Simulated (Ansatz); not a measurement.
# KCl: a single-point run

Aim: a sound single-point run of KCl. The structure is shown as the input types it.

Method: density functional or hybrid calculation with the settings of its input, plane waves (as first typed), in Ansatz 0.2.0.

2 further runs of the same task are left out: 1 for a known fault of the program, 1 that didn't finish.

## Step 1: The system as given

The structure is cubic, space group Fm-3m (No. 225). Conventional cell: a = 6.290 Å, b = 6.290 Å, c = 6.290 Å, α = 90.00°, β = 90.00°, γ = 90.00°. Around K (site symmetry m-3m) lie 6 Cl at 3.14 Å. Cl (site symmetry m-3m) has 6 K at 3.14 Å as nearest neighbours.

Structure file:

```
CELL_PARAMETERS angstrom
0.00000 3.14485 3.14485
3.14485 0.00000 3.14485
3.14485 3.14485 0.00000
ATOMIC_POSITIONS crystal
K 0.00000 0.00000 0.00000
Cl 0.50000 0.50000 0.50000
```

## Step 2: The run

File input.yaml:

```yaml
crystal:
  lattice:
    - [0.0, 3.1448471156, 3.1448471156]
    - [3.1448471156, 0.0, 3.1448471156]
    - [3.1448471156, 3.1448471156, 0.0]
  atoms:
    - { symbol: K, position: [0.0, 0.0, 0.0] }
    - { symbol: Cl, position: [0.5, 0.5, 0.5] }
kpoints:
  mp_grid: { grid: [6, 6, 6] }
hamiltonian:
  xc: pbe
  dispersion: d2
scf:
  occupations: { method: fixed }
  n_extra_bands: 4
output:
  forces: true
  stress: true
  eigenvalues: true
```

On the command line:

```sh
$ ansatz run input.yaml --threads 4 --pin off --max-ram 3686MiB --backend cpu --events-out ev --progress --plain --runs-dir out
```

What happens when this is run?

Nothing was computed: the input was turned down at the start. Its message: «line 13 column 15: hamiltonian.dispersion: `d2` is not `none`, `rvv10`, `d3bj`, `d3bjatm`, `d4` or a map `{method: …, s8: …, a1: …, a2_bohr: …}` (numbers without units, a2 in bohr) or `{method: …, functional: …}`»

In the input, hamiltonian.dispersion is d2. No dispersion parameters exist for this functional, or it already holds a non-local term.

Remedy: delete hamiltonian.dispersion.
